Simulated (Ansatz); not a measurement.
AlNi in Ansatz: the effect of functional

The system is AlNi.

```
Ni Al
1.0
     2.88100    0.00000    0.00000
     0.00000    2.88100    0.00000
     0.00000    0.00000    2.88100
Ni Al
1 1
Direct
  0.50000 0.50000 0.50000
  0.00000 0.00000 0.00000
```

Alike in all runs:

- Program: Ansatz 0.2.0
- Task: band structure
- Potentials or basis: all-electron LAPW, scalar-relativistic
- Basis error allowed: 0.001 eV/atom
- k mesh: 9 × 9 × 9
- Occupations: fermi-dirac, width 0.05 eV
- Spin: collinear spin, ferromagnetic start
- Starting moments: [1.0, 0.0] μB

| functional | cutoff | pressure (GPa) |
| --- | --- | --- |
| PBE | 255 eV (chosen from the basis error) | 1.9 |
| LDA | 256 eV (chosen from the basis error) | -8.7 |
| PBEsol | 255 eV (chosen from the basis error) | ? |

Question: What does the run with functional PBEsol give?

Answer: Pressure -3.4 GPa.

Caveats: the starting moments weren't kept.
